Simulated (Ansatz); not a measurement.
## CsBr in Ansatz: the effect of functional

Crystal: CsBr.

```xyz
2
Lattice="4.2966 0.0000 0.0000 0.0000 4.2966 0.0000 0.0000 0.0000 4.2966" Properties=species:S:1:pos:R:3 pbc="T T T"
Cs    0.0000    0.0000    0.0000
Br    2.1483    2.1483    2.1483
```

The cell comes from a database or a generator and needn't be the stable form of this composition.

The cell isn't the ideal one: volume scaled by 0.98.

Alike in all runs:

```yaml
Program: Ansatz 0.2.0
Task: single point
Potentials_or_basis: Ansatz PAW
k_mesh: 6 × 6 × 6
Occupations: fermi-dirac, width 0.05 eV
Spin: no spin polarisation
```

```tsv
functional	cutoff	gap on the mesh (eV)	pressure (GPa)
r2SCAN	500 eV (not typed: the program's choice for these potentials)	5.27	0.3
LDA	420 eV (not typed: the program's choice for these potentials)	?	?
PBEsol	420 eV (not typed: the program's choice for these potentials)	4.31	-0.5
```

Question: What does the run with functional LDA give?

Answer: gap on the mesh 4.11 eV; pressure -1.8 GPa.

Caveats: spin-orbit coupling is left out, which moves the levels of the heavy elements; the PAW data sets come from PBE, with cores solved anew for the run's functional, which leaves a small shift of forces and pressure.

A k mesh can miss the band edges.
